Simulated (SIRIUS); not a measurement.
**MgO under changes of volume**

One of the cells (10.016 Å³/atom); the others are scaled copies at fixed shape and fractional positions:

```xyz
2
Lattice="2.9380 0.0000 0.0000 -1.4690 2.5444 0.0000 0.0000 0.0000 2.6797" Properties=species:S:1:pos:R:3 pbc="T T T"
Mg    0.0000    0.0000    0.0000
O     0.0000    1.6963    1.3398
```

Measurements of this composition are mostly on another form, of space group No. 225.

- Program: SIRIUS 7.12.0
- Functional: LDA
- Potentials or basis: all-electron FP-LAPW
- Cutoff: 276 eV
- Basis: apw+lo standard
- k mesh: 10 × 10 × 10
- Occupations: fermi-dirac, width 0.05 eV
- Spin: no spin polarisation

```tsv
volume (Å³/atom)	energy over the lowest point (meV/atom)	gap on the mesh (eV)
9.415	0.00	3.43
9.615	2.98	3.26
9.816	9.63	3.11
10.016	19.71	2.95
10.216	?	?
10.417	48.47	2.67
10.617	66.69	2.54
```

Question: What does the run at 10.216 Å³/atom give?

Answer: Energy over the lowest point 32.81 meV/atom; gap on the mesh 2.81 eV.

Worked out: A Birch-Murnaghan fit of order 3 (a polynomial in V^(-2/3)) to the other rows has its minimum at 9.37 Å³/atom, just outside them, with B0 = V·E''(V) = 157 GPa and B' = 3.8 at fixed shape and positions, which overstates the stiffness. It gives 32.68 meV/atom at 10.216 Å³/atom, against the run's 32.81. A straight line through the other rows of the gap, of slope -7.39 eV per unit of ln V, gives 2.82 eV, against the run's 2.81.

Energies are extrapolated to zero smearing.

A mesh can miss the band edges.
